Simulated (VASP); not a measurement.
Crystal: GaP.

```
CELL_PARAMETERS angstrom
0.00000 2.72525 2.72525
2.72525 0.00000 2.72525
2.72525 2.72525 0.00000
ATOMIC_POSITIONS crystal
Ga 0.00000 0.00000 0.00000
P 0.75000 0.75000 0.75000
```

Program: VASP 6.6.1. Alike in all runs: task band structure; potentials or basis VASP PAW PBE potentials, release 64 (Ga_d, P); no spin polarisation; cell as given; k mesh 6 × 6 × 6; cutoff (eV) 520; smearing gaussian 0.02 eV.

Task: Order these runs on this cell by their band gap on the k mesh, lowest first.
A. level HSE03
B. level r2SCAN-EpsX; exchange at q = 0 truncated; share of exact exchange 0.0895
C. level PBE0; exchange at q = 0 truncated

Result: A (2.13 eV), B (2.33 eV), C (2.96 eV).

A k mesh can miss the band edges.
